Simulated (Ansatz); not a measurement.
Bulk crystal (TaN) after relaxation:

```
Ta N
1.0
     0.00000    2.19827    2.19827
     2.19827    0.00000    2.19827
     2.19827    2.19827    0.00000
Ta N
1 1
Direct
  0.50000 0.50000 0.50000
  0.00000 0.00000 0.00000
```

Miller indices refer to the conventional cell of Fm-3m (No. 225), a = 4.397 Å, b = 4.397 Å, c = 4.397 Å, α = 90.00°, β = 90.00°, γ = 90.00°.

Consider the (111) slab of 10 planes, 11.4 Å thick with 15 Å of vacuum as cut; outer planes N (top) and Ta (bottom), all atoms relaxed.

The calculation used Ansatz, DFT r2SCAN, scalar-relativistic, plane waves, PAW. Plane waves to 500 eV, a k mesh through Γ of 12×12×1 on the computed 10-atom cell and Gaussian smearing (0.10 eV); no spin polarisation. A dipole correction removes the field between periodic images along c.

The work function read from the bulk's Fermi level differs by 0.25 eV, so the slab's middle doesn't match the bulk reference (too thin, or relaxed to another structure or magnetic state).

**Question.** Give the surface energy (mean of both faces).

**Answer.** 1.71 J/m².

**Question.** Give the work function.

**Answer.** 5.40 eV (top), 4.98 eV (bottom).

**Question.** Give the dipole of the slab along +c, per cell.

**Answer.** -0.02 e·Å.

**Question.** The top two planes lie 1.269 Å apart in the bulk. How does relaxation change this?

**Answer.** The spacing becomes 0.891 Å (-29.8 %).

Spin-orbit coupling is left out, which matters for the bands of heavy elements.

The reference crystal is the rock-salt form of TaN, which isn't its usual structure.